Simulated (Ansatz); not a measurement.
## TiSi2 under changes of volume

One of the cells (13.981 Å³/atom); the others are scaled copies at fixed shape and fractional positions:

```
CELL_PARAMETERS angstrom
0.00000 4.11752 4.26290
2.38951 0.00000 4.26290
2.38951 4.11752 0.00000
ATOMIC_POSITIONS crystal
Ti 0.75000 0.75000 0.75000
Ti 0.50000 0.50000 0.50000
Si 0.41257 0.08743 0.41257
Si 0.08743 0.41257 0.08743
Si 0.16257 0.83743 0.16257
Si 0.83743 0.16257 0.83743
```

The cell is a database's computed one.

| Item | Value |
| --- | --- |
| Program | Ansatz 0.2.0 |
| Functional | r2SCAN |
| Potentials or basis | Ansatz PAW |
| Cutoff | 500 eV (not typed: the program's choice for these potentials) |
| k mesh | 7 × 7 × 7 |
| Occupations | fermi-dirac, width 0.05 eV |
| Spin | no spin polarisation |

```tsv
volume (Å³/atom)	energy over the lowest point (meV/atom)	pressure (GPa)	largest force (eV/Å)
13.142	25.13	10.4	0.028
13.421	10.46	6.5	0.012
13.701	2.30	3.0	0.003
13.981	0.00	-0.2	0.016
14.260	2.95	-3.1	0.027
14.540	?	?	?
14.820	22.55	-7.9	0.047
```

Q: What does the run at 14.540 Å³/atom give?

A: Energy over the lowest point 10.63 meV/atom; pressure -5.6 GPa; largest force 0.038 eV/Å.

Worked out: A Birch-Murnaghan fit of order 3 (a polynomial in V^(-2/3)) to the other rows has its minimum at 13.96 Å³/atom with B0 = V·E''(V) = 151 GPa and B' = 4.4 at fixed shape and positions, which overstates the stiffness. It gives 10.63 meV/atom at 14.540 Å³/atom, against the run's 10.63, and -dE/dV = -5.7 GPa, against -5.6.

Energies are extrapolated to zero smearing.

Caveats: the PAW data sets come from PBE, with cores solved anew for the run's functional, which leaves a small shift of forces and pressure.
